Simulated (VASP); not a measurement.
# Ge (I4_1/amd) in VASP: notebook

The runs below take Ge through single point, with PBE.

All numbers are computed with VASP 6.6.1; they aren't measurements. Logs are shortened: lines on timing, memory, paths and dates and some standing lists are left out, and cuts for length are marked.

## 1. The crystal as given

The structure is tetragonal, space group I4_1/amd (No. 141). Conventional cell: a = 5.149 Å, b = 5.149 Å, c = 2.795 Å, α = 90.00°, β = 90.00°, γ = 90.00°. Ge (site symmetry -4m2) has 6 Ge at 2.67 to 2.79 Å as nearest neighbours.

This isn't the form of Ge at room conditions, which is diamond.

## 2. Single point, PBE

INCAR reads:

```
PREC = Accurate
ENCUT = 400
EDIFF = 1E-7
ISMEAR = 0
SIGMA = 0.1
LREAL = F
LASPH = T
NELM = 100
ALGO = Normal
ISIF = 2
LWAVE = F
LCHARG = F
GGA = PE
NBANDS = 21
ADDGRID = F
```

KPOINTS reads:

```
regular mesh
0
Gamma
  8 8 8
```

POSCAR reads:

```
Ge
1.0
   -2.5744897190      2.5744897190      1.3974126432
    2.5744897190     -2.5744897190      1.3974126432
    2.5744897190      2.5744897190     -1.3974126432
Ge
2
Direct
    0.5147880000      0.5105290000      0.0041050000
    0.2603220000      0.7562090000      0.5249690000
```

Potentials or basis: VASP PAW PBE potentials, release 64 (Ge_d).

Started as:

```bash
$ cat potpaw_PBE.64/Ge_d/POTCAR > POTCAR
$ mpirun -np 1 vasp_std > vasp.out
```

OUTCAR:

```text
PREC = Accurate
   ENCUT = 400
   EDIFF = 1E-7
   ISMEAR = 0
   LREAL = F
   LASPH = T
   NELM = 100
   ISIF = 2
   GGA = PE

 Found    260 irreducible k-points:

 Following reciprocal coordinates:
            Coordinates               Weight
  0.000000  0.000000  0.000000      1.000000
  0.125000  0.000000 -0.000000      2.000000
  0.125000  0.000000 -0.125000      2.000000
  0.000000  0.125000 -0.125000      2.000000
  0.000000  0.125000 -0.000000      2.000000
  0.250000  0.000000 -0.000000      2.000000
   k-points           NKPTS =    260   k-points in BZ     NKDIM =    260   number of bands    NBANDS=     21
   number of dos      NEDOS =    301   number of ions     NIONS =      2
   total plane-waves  NPLWV =  21952
   dimension x,y,z NGX =    28 NGY =   28 NGZ =   28
   dimension x,y,z NGXF=    56 NGYF=   56 NGZF=   56
   ions per type =               2
   NGX,Y,Z   is equivalent  to a cutoff of  11.94, 11.94, 11.94 a.u.
   NGXF,Y,Z  is equivalent  to a cutoff of  23.87, 23.87, 23.87 a.u.
 SYSTEM =  unknown system
   PREC   = accura    normal or accurate (medium, high low for compatibility)
   ISTART =      0    job   : 0-new  1-cont  2-samecut
   ICHARG =      2    charge: 1-file 2-atom 10-const
   ISPIN  =      1    spin polarized calculation?
   LNONCOLLINEAR =      F non collinear calculations
   LSORBIT =      F    spin-orbit coupling
   LASPH  =      T    aspherical Exc in radial PAW
   ENCUT  =  400.0 eV  29.40 Ry    5.42 a.u.   6.36  6.36  6.36*2*pi/ulx,y,z
   NELM   =    100;   NELMIN=  2; NELMDL= -5     # of ELM steps
   EDIFF  = 0.1E-06   stopping-criterion for ELM
   LREAL  =      F    real-space projection
   EDIFFG = 0.1E-05   stopping-criterion for IOM
   NSW    =      0    number of steps for IOM
   IBRION =     -1    ionic relax: 0-MD 1-quasi-New 2-CG
   NFREE  =      0    steps in history (QN), initial steepest desc. (CG)
   ISIF   =      2    stress and relaxation
   ISYM   =      2    0-nonsym 1-usesym 2-fastsym
   POTIM  = 0.5000    time-step for ionic-motion
   TEBEG  =    0.0;   TEEND  =   0.0 temperature during run
   PSTRESS=    0.0 pullay stress
   NELECT =      28.0000    total number of electrons
   NUPDOWN=      -1.0000    fix difference up-down
   EMIN   =  10.00;   EMAX   =-10.00  energy-range for DOS
   EFERMI =   0.00;   METHOD = LEGACY
   ISMEAR =     0;   SIGMA  =   0.10  broadening in eV -4-tet -1-fermi 0-gaus
   EFERMI_NEDOS =   21; number of points for ismear=-14 and -15
   IALGO  =     38    algorithm
   IMIX   =      4    mixing-type and parameters
     AMIX     =   0.40;   BMIX     =  1.00
     AMIX_MAG =   1.60;   BMIX_MAG =  1.00
  volume/ion in A,a.u.               =      18.52       125.01
  Fermi-wavevector in a.u.,A,eV,Ry     =   1.491209  2.817976 30.255333  2.223704
  Thomas-Fermi vector in A             =   2.603893
   LORBIT       =      0    0 simple, 1 ext, 2 COOP (PROOUT), +10 PAW based schemes
   GGA     = PE    functional components
   LHFCALC =     F    Hartree Fock is set to
   AEXX    =    0.0000 exact exchange contribution
   IVDW    =     0    specifies the selected vdW correction
   LEPSILON=     F    determine dielectric tensor
   LRPA    =     F    only Hartree local field effects (RPA)
 non-spin polarized calculation
 Gauss-broadening in eV      SIGMA  =   0.10
  energy-cutoff  :      400.00
  volume of cell :       37.05
 maximum number of plane-waves:       691
 NGX is ok and might be reduce to    28
   NGX = 13   NGY = 13   NGZ = 13

 number of electron      27.9999999 magnetization

 Free energy of the ion-electron system (eV)
  ---------------------------------------------------
  ext. energy  EPLUGINS =         0.00000000
  ---------------------------------------------------
  free energy    TOTEN  =        -8.52922967 eV

  energy without entropy =       -8.52435839  energy(sigma->0) =       -8.52679403

 E-fermi :   6.7518     XC(G=0): -11.3188

 val. band max:        6.7510342354   @ k =   0.3750   0.2500  -0.0000
 cond. band min:       6.7631509081   @ k =  -0.0000   0.3750   0.3750
 fundamental gap:      0.0121166727
 Fermi energy:         6.7518106485

 k-point     1 :       0.0000    0.0000    0.0000
  band No.  band energies     occupation
      1     -17.9619      2.00000
      2     -17.9118      2.00000
      3     -17.8848      2.00000
      4     -17.8792      2.00000
      5     -17.7800      2.00000
      6     -17.7719      2.00000
[... 13 lines left out ...]
     20      18.3537      0.00000
     21      19.3207      0.00000

 k-point     2 :       0.1250    0.0000   -0.0000
  band No.  band energies     occupation
      1     -17.9555      2.00000
      2     -17.8927      2.00000
      3     -17.8772      2.00000
      4     -17.8555      2.00000
      5     -17.7916      2.00000
      6     -17.7831      2.00000
[... 13 lines left out ...]
     20      17.7079      0.00000
     21      18.2297      0.00000

 k-point     3 :       0.1250    0.0000   -0.1250
  band No.  band energies     occupation
      1     -17.9562      2.00000
      2     -17.8931      2.00000
      3     -17.8774      2.00000
      4     -17.8560      2.00000
      5     -17.7897      2.00000
      6     -17.7850      2.00000
[... 13 lines left out ...]
     20      17.7113      0.00000
     21      18.1236      0.00000

 k-point     4 :       0.0000    0.1250   -0.1250
  band No.  band energies     occupation
      1     -17.9550      2.00000
      2     -17.8917      2.00000
      3     -17.8767      2.00000
      4     -17.8561      2.00000
      5     -17.7916      2.00000
      6     -17.7847      2.00000
[... 13 lines left out ...]
     20      17.6788      0.00000
     21      18.2338      0.00000

 k-point     5 :       0.0000    0.1250   -0.0000
  band No.  band energies     occupation
      1     -17.9557      2.00000
      2     -17.8918      2.00000
      3     -17.8770      2.00000
      4     -17.8568      2.00000
      5     -17.7911      2.00000
      6     -17.7859      2.00000
[... 13 lines left out ...]
     20      17.6800      0.00000
     21      18.1281      0.00000

 k-point     6 :       0.2500    0.0000   -0.0000
  band No.  band energies     occupation
      1     -17.9384      2.00000
      2     -17.8601      2.00000
      3     -17.8565      2.00000
      4     -17.8210      2.00000
      5     -17.8161      2.00000
      6     -17.7893      2.00000
[... 13 lines left out ...]
     20      15.6421      0.00000
     21      17.6561      0.00000

 [... further k-points ...]
[... 5 lines left out ...]
  --------------------------------------------------------------------------------------
  -------------------------------------------------------------------------------------
  Total        0.1451820      0.3909061      1.3850079     -0.0037915     -0.0769932      0.0525705
  in kB        6.2785072     16.9050361     59.8957276     -0.1639647     -3.3296300      2.2734521
  external PRESSURE =      27.6930903 kB  Pullay stress =       0.0000000 kB

 VOLUME and BASIS-vectors are now :
 -----------------------------------------------------------------------------
  energy-cutoff  :      400.00
  volume of cell :       37.05
      direct lattice vectors                 reciprocal lattice vectors
    -2.574489719  2.574489719  1.397412643     0.000000000  0.194213244  0.357804119
     2.574489719 -2.574489719  1.397412643     0.194213244  0.000000000  0.357804119
     2.574489719  2.574489719 -1.397412643     0.194213244  0.194213244  0.000000000

 POSITION                                       TOTAL-FORCE (eV/Angst)
 -----------------------------------------------------------------------------------
     -0.00040      0.02153      1.42705         0.181866      0.222869     -0.023853
      2.62818      0.07487      0.68691        -0.181866     -0.222869      0.023853
 -----------------------------------------------------------------------------------
    total drift:                               -0.000042      0.000222      0.000008

  FREE ENERGIE OF THE ION-ELECTRON SYSTEM (eV)
  ---------------------------------------------------
  free  energy   TOTEN  =        -8.5292296691 eV

  energy  without entropy=       -8.5243583926  energy(sigma->0) =       -8.52679403
```

OSZICAR:

```text
N       E                     dE             d eps       ncg     rms          rms(c)
DAV:   1     0.159735350800E+03    0.15974E+03   -0.12313E+04 12487   0.336E+03
DAV:   2     0.124130964457E+02   -0.14732E+03   -0.14317E+03 10990   0.523E+02
DAV:   3    -0.801796696106E+01   -0.20431E+02   -0.20291E+02 12438   0.123E+02
DAV:   4    -0.853989872844E+01   -0.52193E+00   -0.52162E+00 12135   0.233E+01
DAV:   5    -0.854731583345E+01   -0.74171E-02   -0.74169E-02 12402   0.294E+00    0.212E+00
DAV:   6    -0.853459547138E+01    0.12720E-01   -0.17533E-02 14733   0.223E+00    0.121E+00
DAV:   7    -0.852939538693E+01    0.52001E-02   -0.13221E-02 14705   0.169E+00    0.112E-01
DAV:   8    -0.852922752628E+01    0.16786E-03   -0.20645E-03 14162   0.799E-01    0.392E-02
DAV:   9    -0.852922994537E+01   -0.24191E-05   -0.71974E-05 14192   0.124E-01    0.127E-02
DAV:  10    -0.852922975125E+01    0.19412E-06   -0.36214E-06 12713   0.194E-02    0.222E-03
DAV:  11    -0.852922966914E+01    0.82106E-07   -0.24238E-07 10631   0.454E-03
   1 F= -.85292297E+01 E0= -.85267940E+01  d E =-.487128E-02
```

stdout:

```text
POSCAR found type information on POSCAR Ge
 POSCAR found :  1 types and       2 ions
 scaLAPACK will be used
 LDA part: xc-table for (Slater+PW92), standard interpolation
 POSCAR, INCAR and KPOINTS ok, starting setup
 FFT: planning ... GRIDC
 FFT: planning ... GRID_SOFT
 FFT: planning ... GRID
 WAVECAR not read
 entering main loop
```

It took 55 s on 1 thread of Intel Xeon 6975P-C (Granite Rapids), shared host; peak memory 0.23 GiB.

The run converged, but some of its settings lie outside the range that counts as converged, so its numbers aren't taken as properties of the crystal.

Results:

```
Free energy            : -8.5292 eV
Pressure               : 2.8 GPa
Largest force          : 0.289 eV/Å
Band gap on the k mesh : none (metal or under the smearing width)
```

## 3. Single point, PBE

INCAR: that of step 2 with these lines changed.

```diff
@@ -4,3 +4,3 @@
 ISMEAR = 0
-SIGMA = 0.1
+SIGMA = 0.01
 LREAL = F
```

KPOINTS is that of step 2.

POSCAR reads:

```
Ge
1.0
   -2.5744897190      2.5744897190      1.3974126432
    2.5744897190     -2.5744897190      1.3974126432
    2.5744897190      2.5744897190     -1.3974126432
Ge
2
Direct
    0.5000000000      0.5000000000      0.0000000000
    0.2500000000      0.7500000000      0.5000000000
```

Potentials or basis: VASP PAW PBE potentials, release 64 (Ge_d).

Started as:

```bash
$ cat potpaw_PBE.64/Ge_d/POTCAR > POTCAR
$ mpirun -np 1 vasp_std > vasp.out
```

Wall time 15 s (1 thread of Intel Xeon 6975P-C (Granite Rapids), shared host); peak memory 0.16 GiB.

These settings aren't checked as converged: the numbers below hold their error.

Results:

```yaml
Free_energy: -8.5392 eV
Pressure: 2.7 GPa
Band_gap_on_the_k_mesh: none (metal or under the smearing width)
```

## 4. Single point, PBE

INCAR is that of step 3.

KPOINTS is that of step 3.

POSCAR reads:

```
Ge
1.0
   -2.5744897190      2.5744897190      1.3974126432
    2.5744897190     -2.5744897190      1.3974126432
    2.5744897190      2.5744897190     -1.3974126432
Ge
2
Direct
    0.5147880000      0.5105290000      0.0041050000
    0.2603220000      0.7562090000      0.5249690000
```

Started as:

```bash
$ cat potpaw_PBE.64/Ge_d/POTCAR > POTCAR
$ mpirun -np 1 vasp_std > vasp.out
```

It took 54 s on 1 thread of Intel Xeon 6975P-C (Granite Rapids), shared host; peak memory 0.23 GiB.

The run converged, but some of its settings lie outside the range that counts as converged, so its numbers aren't taken as properties of the crystal.

What came out:

| Property | Result |
| --- | --- |
| Free energy | -8.5266 eV |
| Pressure | 2.7 GPa |
| Largest force | 0.309 eV/Å |
| Band gap on the k mesh | none (metal or under the smearing width) |
